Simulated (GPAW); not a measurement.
Crystal: CdO2.

```
Cd O
1.0
     3.47623    0.00000    0.00000
    -1.73811    3.01050    0.00000
     0.00000    0.00000    4.14808
Cd O
1 2
Direct
  0.00000 0.00000 0.00000
  0.33333 0.66667 0.24422
  0.66667 0.33333 0.75578
```

The cell comes from a database or a generator and needn't be the stable form of this composition.

- Program: GPAW 26.7.0
- Task: relaxation of cell and atoms
- Functional: PBEsol
- Potentials or basis: PAW data sets generated in the run's folder for this functional
- Cutoff: 800 eV
- Basis: pw
- k mesh: 7 × 7 × 5
- Occupations: fermi-dirac, width 0.05 eV
- Spin: no spin polarisation

At the start: pressure -11.2 GPa; volume 14.47 Å³/atom.

Q: Where does the relaxation end?

A: Over 12 steps the energy falls by 112.1 meV/atom and the volume is 11.60 Å³/atom (-19.9 %); space group P-3m1 (No. 164, to 0.05 Å).

The path:
```csv
step,energy change (eV),largest force (eV/Å),pressure (GPa),volume (Å³)
1,0.0000,0.3478,-11.15,43.41
2,-0.0443,0.2611,-10.04,42.79
3,-0.1707,0.4790,1.32,38.53
4,-0.1797,0.3267,-1.26,39.17
5,-0.1851,0.3024,-1.64,39.15
6,-0.2692,0.4335,-6.29,36.97
7,-0.2922,0.1679,-3.96,36.72
8,-0.3115,0.0656,0.29,35.22
9,-0.3132,0.0800,0.39,35.12
10,-0.3271,0.1301,0.89,34.60
11,-0.3343,0.0846,0.53,34.60
12,-0.3363,0.0149,0.06,34.79
```

Final structure:
```
Cd O
1.0
     3.34786    0.00000    0.00000
    -1.67393    2.89933    0.00000
     0.00000    0.00000    3.58386
Cd O
1 2
Direct
  0.00000 0.00000 0.00000
  0.33333 0.66667 0.28237
  0.66667 0.33333 0.71763
```

Caveat: later steps reuse the first step's grids; the volume moved by over 15 % at a fixed basis, so the end points are rough.
